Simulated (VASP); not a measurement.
# GaN with r2SCAN: from relaxation to properties, part 4 of 7

Aim: relax GaN with r2SCAN, compute its properties on that cell and hold them against experiment. The start is a cell from a database of measured crystal structures.

VASP 6.6.1, plane waves and PAW; the level of theory is named at each step.

So far, least gap on mesh and path (eV): step 5 (bands along the symmetry lines (r2SCAN)) 2.30. The relaxed cell has a = 3.189, c = 5.194 Å (conventional setting).

The database entry behind the starting cell differs from later determinations by our own check (about 0.3 % short, ideal inner coordinate), so it need not match the best structure at ambient conditions.

**7. Zone-centre phonons (r2SCAN)**

Level of this step: r2SCAN; plane waves and PAW (Ga_d, N) (VASP).

Zone-centre modes test whether the atoms sit at a minimum within this cell. IBRION = 6 takes the force constants from differences of forces between displaced cells, so the forces must be tight.

The input, INCAR:

```
SYSTEM = GaN
PREC = Accurate
ENCUT = 520
EDIFF = 1E-08
NELM = 100
ISMEAR = 0
SIGMA = 0.05
LREAL = .FALSE.
ALGO = Normal
METAGGA = R2SCAN
LASPH = .TRUE.
NBANDS = 24
LORBIT = 11
LWAVE = .FALSE.
LCHARG = .FALSE.
KPAR = 4
IBRION = 6
NFREE = 2
POTIM = 0.015
ISIF = 2
NSW = 1
```

The input, POSCAR:

```
GaN
1.0
    3.1888555310      0.0000000000      0.0000000000
   -1.5944277655      2.7616298988      0.0000000000
    0.0000000000      0.0000000000      5.1940668973
Ga N
2 2
Direct
    0.3333333333      0.6666666667      0.9991932276
    0.6666666667      0.3333333333      0.4991932276
    0.3333333333      0.6666666667      0.3758067724
    0.6666666667      0.3333333333      0.8758067724
```

The input, KPOINTS:

```
Automatic mesh
0
Gamma
16 16 9
0 0 0
```

Potentials, in the order of the species: Ga_d and N (PBE family, release 64).

Launch:

```sh
> mpirun -np 4 vasp_std
```

The log of the run:

```text
[... set-up lines as in an earlier step ...]
 entering main loop
       N       E                     dE             d eps       ncg     rms          rms(c)
DAV:   1     0.258985344540E+03    0.25899E+03   -0.18695E+04  7672   0.288E+03
DAV:   2    -0.194014513755E+02   -0.27839E+03   -0.26653E+03  8032   0.535E+02
DAV:   3    -0.526095291860E+02   -0.33208E+02   -0.32941E+02  8616   0.148E+02
DAV:   4    -0.536347743143E+02   -0.10252E+01   -0.10237E+01  9200   0.294E+01
DAV:   5    -0.536526838295E+02   -0.17910E-01   -0.17907E-01  8640   0.346E+00    0.102E+01
DAV:   6    -0.435818858221E+02    0.10071E+02   -0.89961E+00 12288   0.545E+01    0.309E+00
DAV:   7    -0.438016517041E+02   -0.21977E+00   -0.19926E+00  8328   0.108E+01    0.265E+00
DAV:   8    -0.438248868971E+02   -0.23235E-01   -0.10981E-01 10048   0.708E+00    0.686E-01
DAV:   9    -0.438215706108E+02    0.33163E-02   -0.46361E-02 11984   0.317E+00    0.166E-01
DAV:  10    -0.438218088425E+02   -0.23823E-03   -0.47570E-03 11152   0.785E-01    0.636E-02
DAV:  11    -0.438219595725E+02   -0.15073E-03   -0.39660E-04  7920   0.177E-01    0.240E-02
DAV:  12    -0.438219697597E+02   -0.10187E-04   -0.21803E-05  9880   0.714E-02    0.139E-02
DAV:  13    -0.438219670988E+02    0.26609E-05   -0.39025E-06 10568   0.392E-02    0.738E-03
DAV:  14    -0.438219666252E+02    0.47364E-06   -0.33453E-06  8280   0.142E-02    0.192E-03
DAV:  15    -0.438219668296E+02   -0.20448E-06   -0.29518E-07  8584   0.565E-03    0.179E-03
DAV:  16    -0.438219669180E+02   -0.88342E-07   -0.41171E-08  7344   0.206E-03    0.749E-04
DAV:  17    -0.438219669497E+02   -0.31689E-07   -0.49457E-09  4448   0.139E-03    0.251E-04
DAV:  18    -0.438219669524E+02   -0.27394E-08   -0.64809E-09  4408   0.577E-04
   1 F= -.43821967E+02 E0= -.43821967E+02  d E =-.126008E-17
 Found     4 degrees of freedom:
 Finite differences POTIM= 0.01500 DOF=   4
 bond charge predicted
       N       E                     dE             d eps       ncg     rms          rms(c)
DAV:   1    -0.438176379554E+02    0.43290E-02   -0.84137E-01 61952   0.622E+00    0.580E-02
DAV:   2    -0.438203851319E+02   -0.27472E-02   -0.17830E-02 72624   0.115E+00    0.318E-02
DAV:   3    -0.438204379116E+02   -0.52780E-04   -0.33737E-04 74072   0.173E-01    0.208E-02
DAV:   4    -0.438204603565E+02   -0.22445E-04   -0.38952E-05 77008   0.128E-01    0.410E-03
DAV:   5    -0.438204619492E+02   -0.15927E-05   -0.51531E-06 89120   0.580E-02    0.215E-03
DAV:   6    -0.438204620662E+02   -0.11704E-06   -0.56387E-07 98064   0.373E-02    0.714E-04
DAV:   7    -0.438204621276E+02   -0.61437E-07   -0.37495E-07 78224   0.100E-02    0.217E-04
DAV:   8    -0.438204621333E+02   -0.56516E-08   -0.11713E-08 43312   0.166E-03
   2 F= -.43820462E+02 E0= -.43820462E+02  d E =-.270520E-16
[...]
3 F= -.43820457E+02 E0= -.43820457E+02  d E =-.268392E-16
[...]
4 F= -.43819876E+02 E0= -.43819876E+02  d E =-.510068E-14
[...]
5 F= -.43819892E+02 E0= -.43819892E+02  d E =-.117839E-18
[...]
6 F= -.43820410E+02 E0= -.43820410E+02  d E =-.165628E-16
[...]
7 F= -.43820405E+02 E0= -.43820405E+02  d E =-.164541E-16
[...]
8 F= -.43820108E+02 E0= -.43820108E+02  d E =-.158893E-10
 Finite differences progress:
  Degree of freedom:   4/  4
  Displacement:        1/  2
  Total:               7/  8
 bond charge predicted
       N       E                     dE             d eps       ncg     rms          rms(c)
DAV:   1    -0.438178113194E+02    0.22967E-02   -0.29984E+00 12056   0.989E+00    0.202E-01
DAV:   2    -0.438198474417E+02   -0.20361E-02   -0.47841E-02 14880   0.335E+00    0.122E-01
DAV:   3    -0.438196336364E+02    0.21381E-03   -0.28489E-03 12808   0.555E-01    0.475E-02
DAV:   4    -0.438196577372E+02   -0.24101E-04   -0.53395E-04 13904   0.196E-01    0.173E-02
DAV:   5    -0.438196674703E+02   -0.97331E-05   -0.42989E-05 12720   0.116E-01    0.115E-02
DAV:   6    -0.438196694903E+02   -0.20200E-05   -0.83181E-06 15648   0.293E-02    0.375E-03
DAV:   7    -0.438196695191E+02   -0.28818E-07   -0.93878E-07 13184   0.121E-02    0.820E-04
DAV:   8    -0.438196695735E+02   -0.54402E-07   -0.17363E-07 13760   0.570E-03    0.340E-04
DAV:   9    -0.438196695705E+02    0.30050E-08   -0.13376E-08  7416   0.219E-03
   9 F= -.43819670E+02 E0= -.43819670E+02  d E =-.289212E-14
 Finite differences progress:
  Degree of freedom:   4/  4
  Displacement:        2/  2
  Total:               8/  8
```

Run time: 31 min. Hardware: 4 MPI ranks of Intel Xeon 6975P-C (Granite Rapids), shared host; peak memory 6.5 GiB.

OUTCAR, selected parts (step 7):

```text
   k-points           NKPTS =    150   k-points in BZ     NKDIM =    150   number of bands    NBANDS=     24

   NELECT =      36.0000    total number of electrons

 E-fermi :   5.2884

 k-point     1 :       0.0000    0.0000    0.0000
  band No.  band energies     occupation
    ...
     14       3.9810      2.00000
     15       3.9810      2.00000
     16       4.9858      2.00000
     17       5.0493      2.00000
     18       5.0493      2.00000
     19       7.3423      0.00000
     20       9.8336      0.00000
     21      14.9544      0.00000
     22      15.5992      0.00000
     23      15.5993      0.00000
    ...

  Total       -0.0742121     -0.0742121      0.1434688     -0.0000000      0.0000000      0.0000000
  in kB       -2.5994253     -2.5994253      5.0252802     -0.0000000      0.0000000      0.0000000
  external PRESSURE =      -0.0578568 kB  Pullay stress =       0.0000000 kB

 POSITION                                       TOTAL-FORCE (eV/Angst)
 -----------------------------------------------------------------------------------
     -0.00000      1.84109      5.18988        -0.000000     -0.000000     -0.117615
      1.59443      0.92054      2.59284         0.000000      0.000000     -0.080771
     -0.00000      1.84109      1.93697        -0.000000      0.000000      0.289157
      1.59443      0.92054      4.54900        -0.000000      0.000000     -0.090771
 -----------------------------------------------------------------------------------
    total drift:                                0.000002      0.000004      0.029265

  FREE ENERGIE OF THE ION-ELECTRON SYSTEM (eV)
  ---------------------------------------------------
  free  energy   TOTEN  =       -43.8196695705 eV

  energy  without entropy=      -43.8196695705  energy(sigma->0) =      -43.81966957

 Eigenvectors and eigenvalues of the dynamical matrix
 ----------------------------------------------------

   1 f  =   20.846416 THz   130.981893 2PiTHz  695.361579 cm-1    86.213809 meV
             X         Y         Z           dx          dy          dz
     -0.000000  1.841087  5.189876     0.000000    0.000000    0.032703
      1.594428  0.920543  2.592843     0.000000    0.000000   -0.032703
     -0.000000  1.841087  1.951966     0.000000    0.000000   -0.706350
      1.594428  0.920543  4.548999    -0.000000   -0.000000    0.706350

   2 f  =   16.915847 THz   106.285403 2PiTHz  564.251930 cm-1    69.958292 meV
             X         Y         Z           dx          dy          dz
     -0.000000  1.841087  5.189876     0.240928    0.000002    0.000000
      1.594428  0.920543  2.592843    -0.240928   -0.000002   -0.000000
     -0.000000  1.841087  1.951966     0.664796    0.000006    0.000000
      1.594428  0.920543  4.548999    -0.664796   -0.000006   -0.000000

   3 f  =   16.915847 THz   106.285403 2PiTHz  564.251930 cm-1    69.958292 meV
             X         Y         Z           dx          dy          dz
     -0.000000  1.841087  5.189876     0.000002   -0.240928    0.000000
      1.594428  0.920543  2.592843    -0.000002    0.240928   -0.000000
     -0.000000  1.841087  1.951966     0.000006   -0.664796    0.000000
      1.594428  0.920543  4.548999    -0.000006    0.664796    0.000000

   4 f  =   16.609245 THz   104.358961 2PiTHz  554.024764 cm-1    68.690285 meV
             X         Y         Z           dx          dy          dz
     -0.000000  1.841087  5.189876    -0.288414   -0.000002   -0.000000
      1.594428  0.920543  2.592843    -0.288414   -0.000002    0.000000
     -0.000000  1.841087  1.951966     0.645614    0.000005    0.000000
      1.594428  0.920543  4.548999     0.645614    0.000005    0.000000

   5 f  =   16.609245 THz   104.358961 2PiTHz  554.024764 cm-1    68.690285 meV
             X         Y         Z           dx          dy          dz
     -0.000000  1.841087  5.189876    -0.000002    0.288414   -0.000000
      1.594428  0.920543  2.592843    -0.000002    0.288414    0.000000
     -0.000000  1.841087  1.951966     0.000005   -0.645614   -0.000000
      1.594428  0.920543  4.548999     0.000005   -0.645614   -0.000000

   6 f  =   15.922614 THz   100.044735 2PiTHz  531.121236 cm-1    65.850611 meV
             X         Y         Z           dx          dy          dz
     -0.000000  1.841087  5.189876    -0.000000   -0.000000    0.279981
      1.594428  0.920543  2.592843    -0.000000   -0.000000    0.279981
     -0.000000  1.841087  1.951966     0.000000    0.000000   -0.649316
      1.594428  0.920543  4.548999     0.000000    0.000000   -0.649316

   7 f  =    9.755586 THz    61.296152 2PiTHz  325.411310 cm-1    40.345842 meV
             X         Y         Z           dx          dy          dz
     -0.000000  1.841087  5.189876    -0.000000    0.000000    0.706350
      1.594428  0.920543  2.592843    -0.000000   -0.000000   -0.706350
     -0.000000  1.841087  1.951966    -0.000000    0.000000    0.032703
      1.594428  0.920543  4.548999     0.000000   -0.000000   -0.032703

   8 f  =    4.179624 THz    26.261355 2PiTHz  139.417264 cm-1    17.285530 meV
             X         Y         Z           dx          dy          dz
     -0.000000  1.841087  5.189876    -0.664796    0.000070   -0.000000
      1.594428  0.920543  2.592843     0.664796   -0.000070    0.000000
     -0.000000  1.841087  1.951966     0.240928   -0.000025   -0.000000
      1.594428  0.920543  4.548999    -0.240928    0.000025    0.000000

   9 f  =    4.179624 THz    26.261355 2PiTHz  139.417264 cm-1    17.285530 meV
             X         Y         Z           dx          dy          dz
     -0.000000  1.841087  5.189876    -0.000070   -0.664796   -0.000000
      1.594428  0.920543  2.592843     0.000070    0.664796   -0.000000
     -0.000000  1.841087  1.951966     0.000025    0.240928   -0.000000
      1.594428  0.920543  4.548999    -0.000025   -0.240928   -0.000000

  10 f/i=    0.019223 THz     0.120783 2PiTHz    0.641219 cm-1     0.079501 meV
             X         Y         Z           dx          dy          dz
     -0.000000  1.841087  5.189876    -0.380045   -0.521903   -0.000000
      1.594428  0.920543  2.592843    -0.380045   -0.521903   -0.000000
     -0.000000  1.841087  1.951966    -0.169777   -0.233149   -0.000000
      1.594428  0.920543  4.548999    -0.169777   -0.233149   -0.000000

  11 f/i=    0.019223 THz     0.120783 2PiTHz    0.641219 cm-1     0.079501 meV
             X         Y         Z           dx          dy          dz
     -0.000000  1.841087  5.189876     0.521903   -0.380045   -0.000000
      1.594428  0.920543  2.592843     0.521903   -0.380045   -0.000000
     -0.000000  1.841087  1.951966     0.233149   -0.169777   -0.000000
      1.594428  0.920543  4.548999     0.233149   -0.169777   -0.000000

  12 f/i=    0.225823 THz     1.418889 2PiTHz    7.532653 cm-1     0.933930 meV
             X         Y         Z           dx          dy          dz
     -0.000000  1.841087  5.189876    -0.000000    0.000000   -0.649316
      1.594428  0.920543  2.592843    -0.000000    0.000000   -0.649316
     -0.000000  1.841087  1.951966    -0.000000    0.000000   -0.279981
      1.594428  0.920543  4.548999    -0.000000    0.000000   -0.279981

 ELASTIC MODULI CONTR FROM IONIC RELAXATION (kBar)
 Direction    XX          YY          ZZ          XY          YZ          ZX
 --------------------------------------------------------------------------------
 XX        -619.9150    279.1367    326.2180      0.0000      0.0000     -0.0000
 YY         279.1367   -619.9150    326.2180     -0.0000     -0.0000      0.0000
 ZZ         326.2180    326.2180   -624.5596      0.0000     -0.0000      0.0000
 XY           0.0000     -0.0000      0.0000   -449.5259     -0.0000      0.0000
 YZ           0.0000     -0.0000     -0.0000     -0.0000   -166.6841      0.0000
 ZX          -0.0000      0.0000      0.0000     -0.0000      0.0000   -166.7083
 --------------------------------------------------------------------------------

[... 7 parts as in an earlier step ...]

[... 9 further parts left out ...]
```

The last energy, forces, stress and levels in OUTCAR belong to the last displaced cell, not to the cell of POSCAR.

Numbers from this step:

```
bands                     : 24
irreducible k-points      : 150
pressure of the cell      : -0.01881 GPa
largest force of the cell : 0.003523 eV/Å
```

Transverse limit, no LO-TO splitting. Modes at Γ, with each element's share of the kinetic energy (negative means imaginary):

| mode | frequency (cm⁻¹) | symmetry | Ga % | N % |
| --- | --- | --- | --- | --- |
| 1 | -7.5 | acoustic | 84 | 16 |
| 2 | -0.6 | acoustic | 83 | 17 |
| 3 | -0.6 | acoustic | 83 | 17 |
| 4 | 139.4 | E2 | 88 | 12 |
| 5 | 139.4 | E2 | 88 | 12 |
| 6 | 325.4 | B | 100 | 0 |
| 7 | 531.1 | A1 | 16 | 84 |
| 8 | 554.0 | E1 | 17 | 83 |
| 9 | 554.0 | E1 | 17 | 83 |
| 10 | 564.3 | E2 | 12 | 88 |
| 11 | 564.3 | E2 | 12 | 88 |
| 12 | 695.4 | B | 0 | 100 |

Displacements in mode 4 (139.4 cm⁻¹), the largest set to 1:
```
Ga1  0.00 -1.00  0.00
Ga2  0.00  1.00  0.00
N3   0.00  0.81  0.00
N4   0.00 -0.81  0.00
```

Displacements in mode 6 (325.4 cm⁻¹), the largest set to 1:
```
Ga1  0.00  0.00  1.00
Ga2  0.00  0.00 -1.00
N3   0.00  0.00  0.10
N4   0.00  0.00 -0.10
```

The three acoustic modes lie within 7.5 cm⁻¹ of zero, and all others are real. By the characters of their eigenvectors the optical modes sort into (cm⁻¹) Raman active: E2 139, A1 531, E1 554, E2 564; infrared active: A1 531, E1 554; silent: B 325, B 695. B labels carry no number here, since it depends on the setting of the axes.

[end of part 4 of 7]

[Lines on the potential files, build, host, timing and source positions are cut from VASP's logs without a mark.]

[Logs are printed without paths, hosts, clocks, repeated set-up lines and the standing remarks that a program may print on its own settings, such as how far it seeks lower states.]

[Hosts, paths, dates, database ids (printed as entryN), source tags and the programs' standing remarks are cut or masked in the printed files.]

[Measured values are set beside computed ones only where the two were judged alike; some that the calculation misses by far are left out.]

[In band tables of VASP the shares of atoms and orbitals are scaled to a sum of 1 inside the atoms' spheres.]
